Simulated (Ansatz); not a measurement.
# AlN: the cost of one run

All numbers below are computed with Ansatz 0.2.0 (DFT PBEsol, scalar-relativistic, plane waves, PAW).

3 further runs of the same task are left out: 3 set aside as unsound or not needed.

## Step 1: The system as given

The cell holds 18 atoms (Al9N9): a = 5.999 Å, b = 5.468 Å, c = 6.003 Å, α = 86.33°, β = 94.83°, γ = 90.56°.

It is the last frame of an earlier stage of the same melt, run at 300 K.

Structure file:

```xyz
18
Lattice="5.9940 -0.0240 -0.2525 -0.0240 5.4649 0.1830 -0.2525 0.1830 5.9951" Properties=species:S:1:pos:R:3 pbc="T T T"
Al    0.6053    4.1598    3.3774
Al    5.1244    1.2486    3.3034
Al    3.5362    3.8076    4.1708
Al    4.8574    2.1722    0.3174
Al    1.7242    1.8581    4.9901
Al    3.8775    4.8620    0.8747
Al    1.9438    3.0082    1.3668
Al    2.4739    0.8263    2.6732
Al    0.3886    5.3549    0.4553
N     0.6405    0.3203    4.3966
N     4.1812    0.9945    1.6938
N     3.6887    0.8029    5.2653
N     5.2040    3.1721    3.7795
N     1.6556    4.8027    1.8954
N     2.1058    2.6500    3.3217
N     0.7671    1.8410    0.5781
N     3.6683    0.2759    3.9884
N     2.9257    3.4333    5.9341
```

## Step 2: Relaxing on a coarse mesh

Cell and atoms move without symmetry, on a coarse mesh with loose thresholds.

File input.yaml:

```yaml
crystal:
  lattice:
    - [5.994028, -0.023954, -0.252458]
    - [-0.023954, 5.464903, 0.182962]
    - [-0.252458, 0.182962, 5.995125]
  atoms:
    - { symbol: Al, position: [0.126946937, 0.7434638542, 0.5460073612] }
    - { symbol: Al, position: [0.8802686348, 0.2128622168, 0.5815882963] }
    - { symbol: Al, position: [0.6221972242, 0.6759772751, 0.7012622555] }
    - { symbol: Al, position: [0.8151278012, 0.3985412054, 0.0751045364] }
    - { symbol: Al, position: [0.324127473, 0.3134242002, 0.8364393919] }
    - { symbol: Al, position: [0.6566129847, 0.8876538683, 0.1464592398] }
    - { symbol: Al, position: [0.3359585072, 0.5443794117, 0.22552299] }
    - { symbol: Al, position: [0.4326422762, 0.1376958488, 0.459920377] }
    - { symbol: Al, position: [0.0708101622, 0.9785338667, 0.0490659467] }
    - { symbol: "N", position: [0.1380809077, 0.0345011707, 0.7381194751] }
    - { symbol: "N", position: [0.7111888492, 0.1748071256, 0.3071502797] }
    - { symbol: "N", position: [0.6538731983, 0.1195813523, 0.9021489817] }
    - { symbol: "N", position: [0.8978706073, 0.5625938605, 0.6510708877] }
    - { symbol: "N", position: [0.292404882, 0.8700039243, 0.3019225328] }
    - { symbol: "N", position: [0.3765837125, 0.4679616314, 0.5556471553] }
    - { symbol: "N", position: [0.1331863628, 0.3343823982, 0.0918317176] }
    - { symbol: "N", position: [0.6412321077, 0.0301550111, 0.6913622777] }
    - { symbol: "N", position: [0.5323606648, 0.5972971405, 0.994016346] }
  symmetry: { detect: false }
basis:
  ecutwfc: 420
kpoints:
  mp_grid: { grid: [2, 2, 2], shift: [0.5, 0.5, 0.5] }
hamiltonian:
  xc: pbesol
scf:
  occupations: { method: gaussian, width: 0.1 }
  lower_state_search: "off"
output:
  forces: true
  stress: true
  eigenvalues: true
relax:
  adjacent_minimum: "off"
  f_tol: 0.04
  max_steps: 70
  cell: { stress_tol: 0.3 }
```

Launch:

```
$ ansatz run input.yaml --threads 2 --pin off --max-ram 5120MiB --backend cpu --events-out ev --progress --plain --runs-dir out
```

Q: Estimate wall time and peak memory on 2 threads of Arm Neoverse V1, shared host.

About 56 s, with a peak of 0.44 GiB.
